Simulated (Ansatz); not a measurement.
**CdS (rocksalt): G0W0 against its settings**

CdS (rocksalt), relaxed with r2SCAN; one-shot G0W0 in Ansatz without spin-orbit coupling. All values are calculated for a non-magnetic cell, which may be hypothetical.

```
Cd S
1.0
     0.00000    2.72678    2.72678
     2.72678    0.00000    2.72678
     2.72678    2.72678    0.00000
Cd S
1 1
Direct
  0.00000 0.00000 0.00000
  0.50000 0.50000 0.50000
```

Gaps are read over the mesh points alone. G0W0 values are finite-basis, finite-mesh values.
```
 start       potentials      frequency model   mesh  empty bands  screening cutoff (eV)  Kohn-Sham gap (eV)  G0W0 gap (eV)
   PBE              PAW  contour deformation  6×6×6           92                    100                0.26           0.87
   PBE              PAW  contour deformation  6×6×6          222                    180                0.26           0.94
   PBE              PAW  contour deformation  6×6×6          431                    260                0.26           0.98
 HSE06              PAW  contour deformation  6×6×6          222                    180                1.24           1.46
r2SCAN              PAW  contour deformation  6×6×6          222                    180                0.75           1.24
  PBE0              PAW  contour deformation  6×6×6          222                    180                1.91           1.62
   PBE              PAW     Godby-Needs pole  6×6×6          222                    180                0.26           1.09
   PBE              PAW  contour deformation  8×8×8           65                     80                0.26           0.86
   PBE  norm-conserving  contour deformation  6×6×6          222                    180                0.26           0.94
```

The quasiparticle gap on this mesh is 0.98 eV (L to X), against 0.26 eV from PBE: +0.72 eV. Renormalisation factors Z lie between 0.72 and 0.80.

Raising bands and cutoff together moves the gap by +0.07 eV (100 to 180 eV), then +0.04 eV (180 to 260 eV); the last step is still large, so the basis limit isn't reached. Starting from HSE06 (1.24 eV against PBE's 0.26 eV) gives 1.46 eV, +0.52 eV from G0W0@PBE at the same screening cutoff. Starting from r2SCAN (0.75 eV against PBE's 0.26 eV) gives 1.24 eV, +0.30 eV from G0W0@PBE at the same screening cutoff. Starting from PBE0 (1.91 eV against PBE's 0.26 eV) gives 1.62 eV, +0.68 eV from G0W0@PBE at the same screening cutoff. The Godby-Needs plasmon pole differs from contour deformation by +0.15 eV. Norm-conserving potentials (wave cutoff 1071 eV against 420 eV) shift the quasiparticle gap by 0.00 eV and the PBE gap by 0.00 eV. r2SCAN runs take a wave cutoff of 500 eV.

With a shallow d shell on the cation, G0W0 converges slowly in bands and cutoff, so these values are in doubt.
